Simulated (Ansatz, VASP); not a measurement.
## One calculation of SnTe3, two programs

```
CELL_PARAMETERS angstrom
0.00000 3.86122 3.86122
3.86122 0.00000 3.86122
3.86122 3.86122 0.00000
ATOMIC_POSITIONS crystal
Sn 0.00000 0.00000 0.00000
Te 0.25000 0.25000 0.25000
Te 0.75000 0.75000 0.75000
Te 0.50000 0.50000 0.50000
```

Alike in both runs: task single point; functional PBE; k mesh 6 × 6 × 6; occupations gaussian, width 0.1 eV; no spin polarisation.

|  | VASP | Ansatz |
| --- | --- | --- |
| version | VASP 6.6.1 | Ansatz 0.2.0 |
| potentials or method | VASP PAW PBE potentials, release 64 (Sn_d, Te) | scalar-relativistic, plane waves, PAW |
| plane-wave cutoff (eV) | 520 | 420 |
| valence electrons in the cell | 32 | 62 |

Ansatz gave:

* gap on the k mesh at the Fermi level (eV): none
* pressure (GPa): 0.2

Problem. Estimate VASP's values.

Solution. gap on the k mesh at the Fermi level (eV): none; pressure (GPa): 0.1.

A gap of «none» marks a metal or a gap that the smearing closes. The two sets of potentials don't hold the same shells in valence.

The runs have no spin-orbit coupling, so splittings on Te are missing.
